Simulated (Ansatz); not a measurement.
# How the vibrations of C change with volume

Level of theory: Ansatz, DFT PBE+D3(BJ), scalar-relativistic, plane waves, PAW. Cutoff 420 eV, 18×18×12 k-points (Γ-centred), Fermi-Dirac smearing of 0.15 eV. No spin polarisation. Phonons by linear response, acoustic sum rule imposed.

Equilibrium structure at this level:
```yaml
crystal:
  lattice:
    - [2.46475, 0.00000, 0.00000]
    - [-1.23238, 2.13454, 0.00000]
    - [0.00000, 0.00000, 3.56652]
  atoms:
    - { symbol: C, position: [0.33333, 0.66667, 0.00000] }
    - { symbol: C, position: [0.66667, 0.33333, 0.00000] }
```

In a metal, frequencies depend on the k mesh and the smearing, soft modes most.

Cells at 0.98 and 1.02 times the equilibrium volume were relaxed in shape and atoms; γ = −d ln ν / d ln V, modes matched by rank.

**Question.** Give the optical frequencies at Γ (cm⁻¹) at the three volumes and the mode Grüneisen parameters.

**Answer.**
```json
{"0.98 V": "872", "V": "872", "1.02 V": "872", "γ": "0.00", "degeneracy": "1"}
{"0.98 V": "1566", "V": "1562", "1.02 V": "1559", "γ": "0.10", "degeneracy": "2"}
```

**Question.** What pressures hold the two strained cells, and what bulk modulus follows?

**Answer.** 0.64 GPa at 0.98 V and -0.50 GPa at 1.02 V, so B = −dP/d ln V ≈ 28 GPa.

This form isn't the element's structure at ambient conditions.

Cost: 6 runs of about 0.89 core-minutes in all, on Intel Xeon 6975P-C (Granite Rapids) (shared hosts).